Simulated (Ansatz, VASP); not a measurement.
# Two plane-wave programs on Pd

The input INCAR:

```
PREC = Accurate
ENCUT = 520
EDIFF = 1E-7
ISMEAR = -1
SIGMA = 0.05
LREAL = F
LASPH = T
NELM = 80
ALGO = Normal
ISIF = 2
LWAVE = F
LCHARG = F
GGA = PE
NBANDS = 11
```

The input KPOINTS:

```
Automatic mesh
0
Gamma
  12 12 12
```

The input POSCAR:

```
Pd
1.0
   -1.5826937604      1.5826937604      1.5826937604
    1.5826937604     -1.5826937604      1.5826937604
    1.5826937604      1.5826937604     -1.5826937604
Pd
1
Direct
    0.0000000000      0.0000000000      0.0000000000
```

input.yaml

```yaml
crystal:
  lattice:
    - [-1.5826937604, 1.5826937604, 1.5826937604]
    - [1.5826937604, -1.5826937604, 1.5826937604]
    - [1.5826937604, 1.5826937604, -1.5826937604]
  atoms:
    - { symbol: Pd, position: [0.0, 0.0, 0.0] }
hamiltonian:
  xc: pbe
  pseudopotentials: { kind: paw }
kpoints:
  mp_grid: { grid: [12, 12, 12] }
scf:
  occupations: { method: fermi_dirac, width: 0.05 }
output:
  forces: true
  stress: true
  eigenvalues: true
```

Change from the starting cell: volume scaled by 1.02.

Alike in both runs: task single point; functional PBE; k mesh 12 × 12 × 12; occupations fermi-dirac, width 0.05 eV; no spin polarisation.

|  | VASP | Ansatz |
| --- | --- | --- |
| version | VASP 6.6.1 | Ansatz 0.2.0 |
| potentials or method | VASP PAW PBE potentials, release 64 (Pd) | Ansatz PAW |
| plane-wave cutoff (eV) | 520 | 420 |
| valence electrons in the cell | 10 | 18 |

Ansatz gave:

```
gap on the k mesh at the Fermi level (eV) : none
pressure (GPa)                            : -4.1
```

Question: Which values does VASP return?

Answer: gap on the k mesh at the Fermi level (eV): none; pressure (GPa): -4.3.

A gap of «none» marks a metal or a gap that the smearing closes. The functional is the same, so the differences come from potentials, cutoffs and numerics. The two sets of potentials don't hold the same shells in valence.
